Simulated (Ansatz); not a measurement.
# Strain and the gap of BN (F-43m)

BN (started from an entry of an open crystallographic database), relaxed with r2SCAN in Ansatz. Space group F-43m (No. 216), cubic; conventional cell a = 3.610 Å, 5.88 Å³ an atom. B has 4 N at 1.56 Å; N has 4 B at 1.56 Å.

The axes x, y and z are those of this cell:
```yaml
crystal:
  lattice:
    - [0.00000, 1.80482, 1.80482]
    - [1.80482, 0.00000, 1.80482]
    - [1.80482, 1.80482, 0.00000]
  atoms:
    - { symbol: B, position: [0.00000, 0.00000, 0.00000] }
    - { symbol: N, position: [0.25000, 0.25000, 0.25000] }
```

Unstrained: The PBE gap is indirect, 4.477 eV (Γ to X), below the direct gap of 8.852 eV at Γ. r2SCAN gives an indirect gap of 5.003 eV, from Γ to X; the least direct gap is 9.587 eV at Γ. The HSE06 gap is indirect, 5.794 eV (Γ to X), below the direct gap of 10.592 eV at Γ. Meshes: PBE 12×12×12, r2SCAN 12×12×12, HSE06 8×8×8. Strains are changes of length per length. After each strain the atoms were relaxed again with r2SCAN within the symmetry that the strain leaves, so tilts or polar shifts that break it weren't tested; points keep the names that they have in the unstrained zone. The values are computed, spin-unpolarised, and not measurements.

Changes of the least gap in eV (an overlap counts as a negative gap):

| strain | volume change (%) | space group | PBE | r2SCAN | HSE06 | energy rise, r2SCAN (meV/atom) |
| --- | --- | --- | --- | --- | --- | --- |
| isotropic -5.6 % on every length | -15.9 | F-43m | +0.170 | +0.204 | +0.216 | 236.2 |
| epitaxial +2.78 % in the xy plane, free normal strain -1.20 % | +4.4 | I-4m2 | -0.706 | -0.729 | -0.733 | 24.7 |

Isotropic -5.6 % on every length. HSE06: the gap goes from 5.794 to 6.010 eV (+0.216 eV). Stress change with r2SCAN, compression positive: xx +92.51, yy +92.51, zz +92.51 GPa. For HSE06, dE_g/d ln V = -1.2 eV over this step.

Epitaxial +2.78 % in the xy plane, free normal strain -1.20 %. HSE06: the gap goes from 5.794 to 5.061 eV (-0.733 eV); with r2SCAN the top three valence levels at Γ, degenerate before, become 1+2 from the top over 362 meV. Stress change with r2SCAN, compression positive: xx -23.24, yy -23.24, zz -0.04 GPa.

The meshes of the hybrids are coarse, so their gaps aren't converged to the digits shown.

The splittings at Γ are without spin-orbit coupling, which regroups them where it is of like size or larger.
